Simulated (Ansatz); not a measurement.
This InSe structure is the end of a relaxation. It was relaxed at this level from a cell as deposited in COD.

These are results of DFT PBE, scalar-relativistic, plane waves, PAW (Ansatz 0.2.0), not measurements. Cutoff 420 eV, Γ-centred mesh, Gaussian smearing, no spin polarisation.

```
In Se
1.0
     4.08628    0.00000    0.00000
    -2.04314    3.53882    0.00000
     0.00000    0.00000   18.70982
In Se
4 4
Direct
  0.33333 0.66667 0.17455
  0.66667 0.33333 0.67455
  0.33333 0.66667 0.32545
  0.66667 0.33333 0.82545
  0.33333 0.66667 0.60653
  0.66667 0.33333 0.10653
  0.33333 0.66667 0.89347
  0.66667 0.33333 0.39347
```

Formation energies are uncorrected and refer to the elements' standard structures at the same level.

(1) What space group does it have?

(2) How far does it lie from the elements in energy?

(3) Is it a metal?

Results:

(1) P6_3/mmc (No. 194). Conventional cell: a = 4.086 Å, c = 18.710 Å. In is surrounded by 3 Se at 2.68 Å and 1 In at 2.82 Å; Se has 3 In at 2.68 Å.

(2) −0.526 eV/atom. Whether it is stable depends on the other phases of the system, which aren't compared here.

(3) No, the gap on the 12×12×2 mesh is 0.80 eV.

The last run used a 12×12×2 mesh (in the run's order of axes) for its 8-atom cell and Gaussian smearing of 0.02 eV. No dispersion correction is applied, so the spacing and binding between layers, chains or molecules are poorly described. Kohn–Sham gaps at this level usually fall short of measured ones. The reference form of Se is held partly by dispersion forces, which this level lacks. A structure relaxed within its symmetry needn't be a true minimum.
